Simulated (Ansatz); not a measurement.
# (10−10) slab of wurtzite SiC, 19.5 Å thick as cut, bare faces, part 2 of 2

Ansatz 0.2.0, PAW.

## Step 3: HSE06 on the final geometry

Input file in.yaml:

```yaml
crystal:
  lattice:
    - [0.000000, 0.000000, 5.047570]
    - [3.076017, 0.000000, 0.000000]
    - [0.000000, 32.535333, 0.000000]
  atoms:
    - { symbol: Si, position: [0.989294, 0.999866, 0.225225] }
    - { symbol: Si, position: [0.998851, 0.499787, 0.308969] }
    - { symbol: Si, position: [0.000504, 0.999731, 0.391042] }
    - { symbol: Si, position: [0.000740, 0.499658, 0.472929] }
    - { symbol: Si, position: [0.000909, 0.999599, 0.554802] }
    - { symbol: Si, position: [0.001472, 0.499547, 0.636601] }
    - { symbol: Si, position: [0.003979, 0.999488, 0.717946] }
    - { symbol: Si, position: [0.021870, 0.499372, 0.792550] }
    - { symbol: Si, position: [0.521943, 0.499896, 0.207805] }
    - { symbol: Si, position: [0.504024, 0.999847, 0.282403] }
    - { symbol: Si, position: [0.501567, 0.499677, 0.363752] }
    - { symbol: Si, position: [0.500918, 0.999742, 0.445551] }
    - { symbol: Si, position: [0.500710, 0.499578, 0.527424] }
    - { symbol: Si, position: [0.500443, 0.999574, 0.609309] }
    - { symbol: Si, position: [0.498750, 0.499453, 0.691377] }
    - { symbol: Si, position: [0.489215, 0.999500, 0.775122] }
    - { symbol: C, position: [0.363502, 0.999877, 0.226288] }
    - { symbol: C, position: [0.375802, 0.499847, 0.308936] }
    - { symbol: C, position: [0.376593, 0.999677, 0.390888] }
    - { symbol: C, position: [0.376654, 0.499723, 0.472810] }
    - { symbol: C, position: [0.376668, 0.999544, 0.554677] }
    - { symbol: C, position: [0.376725, 0.499588, 0.636473] }
    - { symbol: C, position: [0.377473, 0.999415, 0.718360] }
    - { symbol: C, position: [0.363466, 0.499527, 0.797764] }
    - { symbol: C, position: [0.863524, 0.499862, 0.202574] }
    - { symbol: C, position: [0.877495, 0.999782, 0.281977] }
    - { symbol: C, position: [0.876824, 0.499716, 0.363860] }
    - { symbol: C, position: [0.876727, 0.999645, 0.445667] }
    - { symbol: C, position: [0.876608, 0.499566, 0.527532] }
    - { symbol: C, position: [0.876525, 0.999544, 0.609443] }
    - { symbol: C, position: [0.875723, 0.499507, 0.691401] }
    - { symbol: C, position: [0.863431, 0.999389, 0.774053] }
kpoints:
  mp_grid: { grid: [3, 4, 1] }
hamiltonian:
  xc: hse06
scf:
  occupations: { method: fermi_dirac, width: 0.01 }
output:
  forces: true
  eigenvalues: true
  populations: true
  eigenstates: { kpoints: [[0, 0, 0]], e_range: [-4.0, 4.0], localisation: true }
  write_density: true
  write_potential: true
  elf: true
  volumetric_format: npy
```

On the command line:

```sh
> ansatz run in.yaml --threads 8 --pin off --max-ram 17100MiB --runs-dir r --events-out ev --progress --plain
```

The log of the run:

```text
Pseudopotentials: kind: paw
Functional definition: HSE06
  parameter a = 0.25
  parameter omega = 0.11/bohr
  exchange = pbe_x - a*pbe_x_sr(omega) + a*exact_x_sr(omega)
  correlation = pbe_c
Crystal: 32 atoms, lattice volume = 505.157 Å³
Basis set: ecut = 420 eV, 9831 PW (Γ), exchange–correlation on 72×48×450 points (8 copies of the dense FFT grid, shifted against one another)
Bands: 96, of which v1, the nominal top of the filled ones, is band 64 counted from 1 (63 counted from 0)
Symmetry: 1 space group operations
Space group: P1 (ITA 1), of the structure as read, at distance tolerance 8.0e-5 Å
k-points: 7 of 12 (time reversal used)
Non-local potential: Si, projectors of the file, l = 0: 2, l = 1: 2, l = 2: 2
Non-local potential: C, projectors of the file, l = 0: 2, l = 1: 2, l = 2: 1
PAW form: soft (Blöchl's): semilocal exchange-correlation on the pseudo side does not see the compensation charge
PAW frozen core: Si, regenerated for the run's functional, and the local potential with it (the file was generated under x = pbe(κ = 0.804, μ = 0.2195149727645171), c = pbe(β = 0.06672455060314922))
PAW frozen core: C, regenerated for the run's functional, and the local potential with it (the file was generated under x = pbe(κ = 0.804, μ = 0.2195149727645171), c = pbe(β = 0.06672455060314922))
PAW one-centre angular grid: Si, 110 points (default); XC on 64 Gauss nodes
PAW one-centre angular grid: C, 110 points (default); XC on 64 Gauss nodes
Initial density: superposition of atomic densities (neutral atoms: chi_scale 0, normalization atom), corrected by the library's trained network
Initial wavefunctions: pseudopotential atomic-orbital guess
Functional: x = pbe(κ = 0.804, μ = 0.2195149727645171), c = pbe(β = 0.06672455060314922), warm-up for x = pbe(κ = 0.804, μ = 0.2195149727645171) + 0.25 (exact − pbe) at short range (hse, ω = 0.20786987370883472 Å⁻¹), c = pbe(β = 0.06672455060314922); HSE06 as pw.x's `hse` composes it (authors' and Libxc's form: `xc: wpbeh`)
SCF iter   1: F=—  HF=-14189.341715 eV  |F-HF|=—  |Δ(HF+E_count)|=         —  Δρ=2.89e-3  dr2=4.92e-2  ethr=1.77e-3  ⟨swp⟩=12.9  Hψ=3954  notcnv=0
preconditioner: auto → none  [insulator: Δε(μ)=1.694 eV  Ē_g=11.543 eV  σ=0.010 eV  W_gap=1.00  n_scr=74 (ndim 8)  ℏωp=18.7 eV  f_vac=0.308  D(μ)=0.00/eV (n_scr^D=0)]
SCF iter   2: F=—  HF=-14189.344546 eV  |F-HF|=—  |Δ(HF+E_count)|=   2.83e-3  Δρ=1.57e-3  dr2=2.22e-2  ethr=3.84e-5  ⟨swp⟩=8.3  Hψ=2347  notcnv=0  defer=8
SCF iter   3: F=—  HF=-14189.344408 eV  |F-HF|=—  |Δ(HF+E_count)|=   1.38e-4  Δρ=8.99e-4  dr2=1.60e-2  ethr=1.73e-5  ⟨swp⟩=8.1  Hψ=2184  notcnv=0  defer=3
SCF iter   4: F=—  HF=-14189.342811 eV  |F-HF|=—  |Δ(HF+E_count)|=   1.60e-3  Δρ=4.86e-4  dr2=2.10e-3  ethr=1.25e-5  ⟨swp⟩=7.7  Hψ=1972  notcnv=0  defer=2
SCF iter   5: F=—  HF=-14189.342828 eV  |F-HF|=—  |Δ(HF+E_count)|=   1.62e-5  Δρ=2.33e-4  dr2=8.20e-4  ethr=1.64e-6  ⟨swp⟩=7.1  Hψ=1765  notcnv=0  defer=5
iter 6 solved again at ethr=3.23e-8 eV; its pass at ethr=6.40e-7 eV (dr2=4.14e-5 eV) is discarded
SCF iter   6: F=-14189.342818 eV  HF=-14189.342789 eV  |F-HF|=2.92e-5  |Δ(HF+E_count)|=   3.86e-5  Δρ=1.11e-4  dr2=4.05e-5  ethr=3.23e-8  ⟨swp⟩=3.6  Hψ=2731  notcnv=0  defer=1
SCF 1 stopped early in 6 iterations: F = -14189.342818 eV  dr2 = 4.05e-5
Initial density: handed on by an earlier stage of this run
Initial wavefunctions: those handed on with the density
Functional: x = pbe(κ = 0.804, μ = 0.2195149727645171) + 0.25 (exact − pbe) at short range (hse, ω = 0.20786987370883472 Å⁻¹), c = pbe(β = 0.06672455060314922); HSE06 as pw.x's `hse` composes it (authors' and Libxc's form: `xc: wpbeh`)
Exchange kernel: α = 0.2500, screened, ω = 0.2079 Å⁻¹, Wigner–Seitz truncation, v(0) = 1020.2100 eV·Å³, q-mesh 3×4×1, nearest image of the exchange supercell L = 12.30 Å, pair-density grid 24×15×160, without the augmentation charges, whose exchange is taken in its separable form by FFT convolution over the k-point mesh (sized by the pseudopotential files, 36×24×225 at the most), smooth part of the [...]
Frozen-core exchange: fock
SCF iter   1: F=—  HF=-14199.155847 eV  |F-HF|=—  |Δ(HF+E_count)|=         —  Δρ=4.74e-3  dr2=8.81e-2  ethr=3.17e-7  ⟨swp⟩=15.7  Hψ=4542  notcnv=0
preconditioner: auto → none  [insulator: Δε(μ)=2.587 eV  Ē_g=13.252 eV  σ=0.010 eV  W_gap=1.00  n_scr=74 (ndim 8)  ℏωp=18.7 eV  f_vac=0.309  D(μ)=0.00/eV (n_scr^D=0)]
SCF iter   2: F=—  HF=-14199.127776 eV  |F-HF|=—  |Δ(HF+E_count)|=   2.81e-2  Δρ=2.36e-3  dr2=2.90e-2  ethr=3.17e-7  ⟨swp⟩=5.9  Hψ=2730  notcnv=0  defer=9
SCF iter   3: F=—  HF=-14199.124461 eV  |F-HF|=—  |Δ(HF+E_count)|=   3.32e-3  Δρ=1.06e-3  dr2=2.84e-2  ethr=3.17e-7  ⟨swp⟩=6.9  Hψ=2733  notcnv=0  defer=8
SCF iter   4: F=—  HF=-14199.121564 eV  |F-HF|=—  |Δ(HF+E_count)|=   2.90e-3  Δρ=4.32e-4  dr2=1.31e-2  ethr=3.17e-7  ⟨swp⟩=6.4  Hψ=2572  notcnv=0  defer=4
SCF iter   5: F=—  HF=-14199.163047 eV  |F-HF|=—  |Δ(HF+E_count)|=   4.15e-2  Δρ=6.11e-4  dr2=2.54e-3  ethr=3.17e-7  ⟨swp⟩=5.7  Hψ=2765  notcnv=0  defer=9
SCF iter   6: F=—  HF=-14199.162426 eV  |F-HF|=—  |Δ(HF+E_count)|=   6.21e-4  Δρ=1.98e-4  dr2=2.63e-4  ethr=3.17e-7  ⟨swp⟩=4.3  Hψ=1626  notcnv=0  defer=1
SCF iter   7: F=—  HF=-14199.163229 eV  |F-HF|=—  |Δ(HF+E_count)|=   8.02e-4  Δρ=1.37e-4  dr2=2.54e-4  ethr=1.26e-7  ⟨swp⟩=5.9  Hψ=1965  notcnv=0  defer=1
SCF iter   8: F=—  HF=-14199.163180 eV  |F-HF|=—  |Δ(HF+E_count)|=   4.90e-5  Δρ=2.61e-5  dr2=1.95e-5  ethr=1.26e-7  ⟨swp⟩=3.9  Hψ=1227  notcnv=0  defer=3
SCF iter   9: F=-14199.163174 eV  HF=-14199.163178 eV  |F-HF|=3.80e-6  |Δ(HF+E_count)|=   1.89e-6  Δρ=1.52e-5  dr2=7.87e-6  ethr=1.12e-8  ⟨swp⟩=3.6  Hψ=1318  notcnv=0
SCF 2 stopped early in 9 iterations: F = -14199.163174 eV  dr2 = 7.87e-6
  Residual-converged pass: ⟨swp⟩=4.4  Hψ=1971  notcnv=0  max |occ|·‖R‖ = 6.6e-6 eV (tolerance 6.7e-6 eV)  dr2=7.96e-6  dr2_onsite=3.71e-8  max |Δocc| = 0.0e0
hybrid outer 1: dexx = +4.671e-2 eV, tail = 4.34e-5 eV
SCF iter   1: F=—  HF=-14199.162848 eV  |F-HF|=—  |Δ(HF+E_count)|=         —  Δρ=2.90e-5  dr2=5.18e-6  ethr=1.70e-7  ⟨swp⟩=10.9  Hψ=2040  notcnv=0
preconditioner: auto → none  [insulator: Δε(μ)=2.554 eV  Ē_g=13.250 eV  σ=0.010 eV  W_gap=1.00  n_scr=74 (ndim 8)  ℏωp=18.7 eV  f_vac=0.309  D(μ)=0.00/eV (n_scr^D=0)]
SCF iter   2: F=—  HF=-14199.162847 eV  |F-HF|=—  |Δ(HF+E_count)|=   1.26e-6  Δρ=6.98e-6  dr2=1.78e-7  ethr=3.82e-9  ⟨swp⟩=3.0  Hψ=1348  notcnv=0
SCF iter   3: F=—  HF=-14199.162847 eV  |F-HF|=—  |Δ(HF+E_count)|=   4.69e-7  Δρ=4.19e-6  dr2=2.03e-7  ethr=1.05e-10  ⟨swp⟩=6.4  Hψ=2002  notcnv=0  defer=18
SCF iter   4: F=—  HF=-14199.162847 eV  |F-HF|=—  |Δ(HF+E_count)|=   1.67e-8  Δρ=1.80e-6  dr2=8.86e-8  ethr=1.05e-10  ⟨swp⟩=4.4  Hψ=1397  notcnv=0  defer=5
SCF iter   5: F=-14199.162847 eV  HF=-14199.162847 eV  |F-HF|=2.43e-9  |Δ(HF+E_count)|=   1.83e-8  Δρ=8.70e-7  dr2=5.12e-9  ethr=6.73e-11  ⟨swp⟩=3.4  Hψ=1250  notcnv=0  defer=3
SCF 3 converged in 5 iterations: F = -14199.162847 eV  dr2 = 5.12e-9
  Residual-converged pass: ⟨swp⟩=4.0  Hψ=1498  notcnv=0  max |occ|·‖R‖ = 1.8e-6 eV (tolerance 1.8e-6 eV)  dr2=5.00e-9  dr2_onsite=6.70e-11  max |Δocc| = 0.0e0
[... from here the SCF cycle lines were not kept, up to the last twenty ...]
hybrid outer 2: dexx = +6.391e-7 eV, tail = 1.94e-8 eV, Δε = 1.19e-3 eV (about 2.69e-5 eV left of the loop's levels), ΔF = 3.04e-3 eV/Å (tail 3.76e-4)
NSCF: frozen V_eff on 1 k-points
hybrid SCF converged: 2 outer / 14 inner (+6 warm-up), last move |dexx| = 6.39e-7 eV, tail = 1.94e-8 eV
Stability not checked: this state was not tested for a lower state beside it, because the functional holds exact exchange (a hybrid, or Hartree-Fock), whose exchange loop this test does not read (fock_operator; see scf.lower_state_search)
Free energy (F): -14199.162847 eV
Harris-Foulkes:  -14199.162847 eV  (|F-HF|=2.43e-9)
Internal energy: -14199.162847 eV  (E = F + TS)
E sigma→0 (E₀):  -14199.162847 eV
Fermi energy:    5.043591 eV
--- Per-component energies (eV) ---
  E_band       = -353.816208
  E_kinetic    = 2168.269605
  E_local      = -64835.896906  (includes V_loc(G=0)·N_el)
  E_nonlocal   = 811.572501
  E_hartree    = 31773.560340
  E_xc         = -1369.441315
  E_vxc        = -1410.567876  (∫ρ·V_xc dr)
  E_exx        = -242.310461  (= α·E_x^exact, valence–valence)
  E_paw        = -9873.840385  (= ΣΔE_a)
  E_vpaw       = -149.697354  (= ΣTr[D̂ρ^β])
  E_aug_tail   = 0.000211  (compensation charges beyond the density's cutoff)
  E_ewald      = 27370.144919
  E_core_change = -1.221353  (= ΣΔE_core)
  E_smearing   = -0.000000  (= −TS)
  E_closure    = -0.000003  (closes the sum)
  Σ components = -14199.162847   (vs F -14199.162847, Δ=0.00e0)
--- Forces (eV/Å), atoms counted from 1 ---
  atom   1  Si    -0.00086690    -0.04937693    -0.09928695
  atom   2  Si    -0.00049159    -0.02158881    -0.03464571
  atom   3  Si    -0.00199500    -0.01936797    -0.02798377
  atom   4  Si    -0.00087456    -0.02108551    -0.02276419
  atom   5  Si    -0.00253399    -0.02750767    -0.02490675
  atom   6  Si    -0.00031071    -0.04056607    -0.01953172
  atom   7  Si    -0.00043003    -0.10640838    -0.02751808
  atom   8  Si     0.00270829    -0.08180906     0.26299813
  atom   9  Si    -0.00168945     0.07735039     0.26488518
  atom  10  Si    -0.00035982     0.09911635    -0.02499538
  atom  11  Si     0.00196500     0.02460198    -0.01979991
  atom  12  Si    -0.00218073     0.01399186    -0.02017079
  atom  13  Si    -0.00038992     0.01302407    -0.02160975
  atom  14  Si     0.00035847     0.00730852    -0.02815038
  atom  15  Si    -0.00033044     0.01052110    -0.03017110
  atom  16  Si     0.00067832     0.04274165    -0.09542134
  atom  17  C      0.00078677    -0.11391544     0.08695112
  atom  18  C     -0.00176414    -0.04780259     0.03523889
  atom  19  C      0.00106166    -0.02312054     0.02279583
  atom  20  C     -0.00081443    -0.02298821     0.02225282
  atom  21  C      0.00240650    -0.02019473     0.02640099
  atom  22  C     -0.00214850    -0.01263341     0.03672297
  atom  23  C      0.00355707    -0.04471936     0.00845996
  atom  24  C     -0.00377150    -0.12742508    -0.25978960
  atom  25  C      0.00032267     0.13111392    -0.25680385
  atom  26  C      0.00140412     0.05388543     0.01503430
  atom  27  C      0.00085399     0.02759297     0.03469259
  atom  28  C      0.00211150     0.02670324     0.02346647
  atom  29  C      0.00229196     0.03241397     0.02634979
  atom  30  C      0.00087662     0.04166578     0.02248259
  atom  31  C     -0.00119831     0.05936093     0.03595260
  atom  32  C      0.00076188     0.11917515     0.08895959
  max |Σ_I F_I| component: 9.45e-5 eV/Å
--- Band table (eV; the first three rows and the last of 7) ---
  k-point 0: bands = [... 52 lower levels ..., "2.7269", "2.8749", "3.0872", "3.1443", "3.3271", "3.4181", "3.4480", "3.5598", "3.6413", "3.7251", "3.7590", "3.7695", "7.4718", "7.5001", "7.6475", "7.8309", "8.1782", "8.6983", "9.0142", "9.0447", "9.3880", "9.4599", "9.6660", "9.7392", ... 20 higher levels ...]
  k-point 1: bands = [... 52 lower levels ..., "1.4112", "1.6569", "1.8951", "1.9875", "2.3096", "2.5852", "2.6153", "2.8687", "3.0260", "3.0427", "3.5487", "3.5599", "7.2618", "7.4482", "7.6752", "7.9071", "8.3588", "8.9196", "9.2177", "9.3384", "9.7432", "10.0304", "10.0768", "10.3273", ... 20 higher levels ...]
  k-point 2: bands = [... 52 lower levels ..., "0.5654", "0.7959", "0.8009", "0.9054", "0.9169", "1.5692", "1.5710", "2.1612", "2.1976", "2.4364", "2.8804", "2.8955", "7.1276", "7.1428", "7.8252", "8.0161", "8.0277", "8.1181", "8.3988", "8.5104", "8.6082", "8.9240", "9.1558", "9.1952", ... 20 higher levels ...]
  k-point 6: bands = [... 52 lower levels ..., "1.7634", "1.7926", "1.9113", "1.9911", "2.0782", "2.1055", "2.1583", "2.1747", "2.3737", "2.3790", "3.5724", "3.5830", "7.0374", "7.0494", "8.8606", "8.9353", "9.0899", "9.2349", "9.2939", "9.5213", "9.7138", "9.9292", "10.0235", "10.1211", ... 20 higher levels ...]
--- Löwdin populations: 32 sites ---
  site symbol       q [e]
     0     Si      2.8417
     1     Si      2.8971
     2     Si      2.8907
     3     Si      2.8907
     4     Si      2.8909
     5     Si      2.8913
     6     Si      2.9073
     7     Si      2.8982
     8     Si      2.8981
     9     Si      2.9072
    10     Si      2.8912
    11     Si      2.8909
    12     Si      2.8907
    13     Si      2.8906
    14     Si      2.8970
    15     Si      2.8416
    16      C      5.0124
    17      C      5.0161
    18      C      5.0245
    19      C      5.0262
    20      C      5.0270
    21      C      5.0287
    22      C      5.0388
    23      C      5.0026
    24      C      5.0026
    25      C      5.0387
    26      C      5.0287
    27      C      5.0269
    28      C      5.0262
    29      C      5.0245
    30      C      5.0160
    31      C      5.0123
  spilling = 0.011194 (of n_electrons = 128.000000)
```

Wall time 2.7 min (8 threads of Arm Neoverse-V2, shared host); peak memory 8.5 GiB.

Spacing of the frontier levels at a 3×4×1 mesh: 2.55 eV (3.770 to 6.323 eV).

On these atoms HSE06 leaves forces up to 0.29 eV/Å (on C24), as they were relaxed at another level of theory (and may have been on other k points).

Planar mean of the electrostatic potential energy along c, from the vacuum level:

```json
{"z (Å)": "0.00", "v (eV)": "0.00"}
{"z (Å)": "0.58", "v (eV)": "0.00"}
{"z (Å)": "1.16", "v (eV)": "0.00"}
{"z (Å)": "1.59", "v (eV)": "0.00"}
{"z (Å)": "2.17", "v (eV)": "0.00"}
{"z (Å)": "2.75", "v (eV)": "0.00"}
{"z (Å)": "3.33", "v (eV)": "0.00"}
{"z (Å)": "3.90", "v (eV)": "-0.01"}
{"z (Å)": "4.34", "v (eV)": "-0.05"}
{"z (Å)": "4.92", "v (eV)": "-0.27"}
{"z (Å)": "5.49", "v (eV)": "-1.37"}
{"z (Å)": "6.07", "v (eV)": "-6.95"}
{"z (Å)": "6.65", "v (eV)": "-18.49"}
{"z (Å)": "7.09", "v (eV)": "-21.44"}
{"z (Å)": "7.66", "v (eV)": "-14.25"}
{"z (Å)": "8.24", "v (eV)": "-5.72"}
{"z (Å)": "8.82", "v (eV)": "-12.43"}
{"z (Å)": "9.40", "v (eV)": "-17.93"}
{"z (Å)": "9.83", "v (eV)": "-18.00"}
{"z (Å)": "10.41", "v (eV)": "-12.52"}
{"z (Å)": "10.99", "v (eV)": "-6.00"}
{"z (Å)": "11.57", "v (eV)": "-14.11"}
{"z (Å)": "12.15", "v (eV)": "-17.79"}
{"z (Å)": "12.58", "v (eV)": "-17.73"}
{"z (Å)": "13.16", "v (eV)": "-10.99"}
{"z (Å)": "13.74", "v (eV)": "-6.41"}
{"z (Å)": "14.32", "v (eV)": "-15.45"}
{"z (Å)": "14.89", "v (eV)": "-17.75"}
{"z (Å)": "15.33", "v (eV)": "-17.52"}
{"z (Å)": "15.91", "v (eV)": "-9.46"}
{"z (Å)": "16.48", "v (eV)": "-7.16"}
{"z (Å)": "17.06", "v (eV)": "-16.48"}
{"z (Å)": "17.50", "v (eV)": "-17.75"}
{"z (Å)": "18.08", "v (eV)": "-17.10"}
{"z (Å)": "18.65", "v (eV)": "-8.10"}
{"z (Å)": "19.23", "v (eV)": "-8.26"}
{"z (Å)": "19.81", "v (eV)": "-17.19"}
{"z (Å)": "20.24", "v (eV)": "-17.81"}
{"z (Å)": "20.82", "v (eV)": "-16.34"}
{"z (Å)": "21.40", "v (eV)": "-7.00"}
{"z (Å)": "21.98", "v (eV)": "-9.60"}
{"z (Å)": "22.56", "v (eV)": "-17.72"}
{"z (Å)": "22.99", "v (eV)": "-18.04"}
{"z (Å)": "23.57", "v (eV)": "-15.15"}
{"z (Å)": "24.15", "v (eV)": "-6.06"}
{"z (Å)": "24.73", "v (eV)": "-10.90"}
{"z (Å)": "25.31", "v (eV)": "-20.84"}
{"z (Å)": "25.74", "v (eV)": "-20.26"}
{"z (Å)": "26.32", "v (eV)": "-10.37"}
{"z (Å)": "26.90", "v (eV)": "-2.12"}
{"z (Å)": "27.47", "v (eV)": "-0.43"}
{"z (Å)": "28.05", "v (eV)": "-0.09"}
{"z (Å)": "28.49", "v (eV)": "-0.03"}
{"z (Å)": "29.06", "v (eV)": "-0.01"}
{"z (Å)": "29.64", "v (eV)": "0.00"}
{"z (Å)": "30.22", "v (eV)": "0.00"}
{"z (Å)": "30.80", "v (eV)": "0.00"}
{"z (Å)": "31.23", "v (eV)": "0.00"}
{"z (Å)": "31.81", "v (eV)": "0.00"}
{"z (Å)": "32.39", "v (eV)": "0.00"}
```

The top filled level lies 6.18 eV and the lowest empty level 3.63 eV below the vacuum level.

## Step 4: Summary of results

The summary covers parts 1 to 2.

| level | time | k points | top filled to lowest empty (eV) | top filled below vacuum (eV) |
| --- | --- | --- | --- | --- |
| PBEsol, relaxation | 79 s (8 CPU threads) | 4×6×1 | 1.55 | 5.68 |
| HSE06 | 2.7 min (8 CPU threads) | 3×4×1 | 2.55 | 6.18 |

```
     quantity                             value
   relaxation  6 recorded steps, 1.79 eV gained
largest shift                      0.27 Å (Si9)
   mean bonds                      C–Si 1.877 Å
```

**Reading.** The relaxation lowers the energy by 1.79 eV; the largest shift is 0.27 Å (Si9). The relaxation ran on other k points, so part of any difference from the later rows can come from the mesh.
